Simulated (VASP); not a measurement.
Runs of VASP 6.6.1 on CeO2. It takes space group Fm-3m (No. 225, cubic). The conventional cell has a = 5.407 Å, b = 5.407 Å, c = 5.407 Å, α = 90.00°, β = 90.00°, γ = 90.00°. Around Ce (site symmetry m-3m) lie 8 O at 2.34 Å. Around O (site symmetry -43m) lie 4 Ce at 2.34 Å. 

```tsv
task	level	spin	exchange at q = 0	share of exact exchange	screening parameter	gap on the mesh (eV)	pressure (GPa)	moment (μB)
band structure	r2SCAN-EpsX	collinear, ferromagnetic start	truncated	0.128	-	3.50	0.1	0.00
band structure	HSE03	collinear, ferromagnetic start	-	-	-	(a)	-1.1	0.00
band structure	PBE0	collinear, ferromagnetic start	truncated	-	-	4.46	(b)	0.00
single point	HSE06	collinear, ferromagnetic start, SOC	-	-	0.2 1/A	-	-1.5	0.00
band structure	HSE06	collinear, ferromagnetic start	-	-	0.2 1/A	3.71	-1.5	0.00
```

Alike in all rows: potentials or basis VASP PAW PBE potentials, release 64 (Ce, O); cell as given; k mesh 6 × 6 × 6; cutoff (eV) 520; smearing gaussian 0.02 eV.

Problem. Fill in the values left out.

Solution. (a) 3.43; (b) -1.3.

Caveats: the magnetic or orbital state may not be the lowest; the PAW data sets were made with another functional, which shifts forces and pressure a little; spin-orbit coupling is left out, which moves the levels of the heavy elements (some runs); the mesh misses the band edges, which the band path finds closer together (some runs).

A k mesh can miss the band edges, and rows without SOC leave out spin-orbit coupling on Ce.
